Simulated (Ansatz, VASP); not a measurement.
Two plane-wave programs on B

```
B
1.0
     2.45895    1.41968    4.19350
    -2.45895    1.41968    4.19350
     0.00000   -2.83935    4.19350
B
12
Direct
  0.01019 0.65361 0.01019
  0.01019 0.01019 0.65361
  0.65361 0.01019 0.01019
  0.98981 0.34639 0.98981
  0.34639 0.98981 0.98981
  0.98981 0.98981 0.34639
  0.22118 0.63060 0.22118
  0.22118 0.22118 0.63060
  0.63060 0.22118 0.22118
  0.77882 0.36940 0.77882
  0.36940 0.77882 0.77882
  0.77882 0.77882 0.36940
```

Alike in both runs: task single point; functional PBEsol; k mesh 6 × 6 × 6; occupations gaussian, width 0.1 eV; no spin polarisation.

|  | VASP | Ansatz |
| --- | --- | --- |
| version | VASP 6.6.1 | Ansatz 0.2.0 |
| potentials or method | VASP PAW PBE potentials, release 64 (B) | scalar-relativistic, plane waves, PAW |
| plane-wave cutoff (eV) | 520 | 420 |
| valence electrons in the cell | 36 | 36 |

VASP gave:

| Property | Result |
| --- | --- |
| gap on the k mesh at the Fermi level (eV) | 1.40 |
| least direct gap on the mesh (eV) | 1.76 |
| pressure (GPa) | -4.9 |
| largest component of the traceless stress (GPa) | 0.52 |
| rms of the force components (eV/Å) | 0.086 |

Task: Which values does Ansatz return?

Result: gap on the k mesh at the Fermi level (eV): 1.40; least direct gap on the mesh (eV): 1.76; pressure (GPa): -5.2; largest component of the traceless stress (GPa): 0.54; rms of the force components (eV/Å): 0.097.

Atom by atom the forces differ by 0.013 eV/Å (rms over components). The functional is the same, so the differences come from potentials, cutoffs and numerics.

Caveats: the PAW data sets were made with another functional, which shifts forces and pressure a little (VASP). PBEsol gaps usually lie below the measured ones, often by a third to a half. A k mesh can miss the band edges.
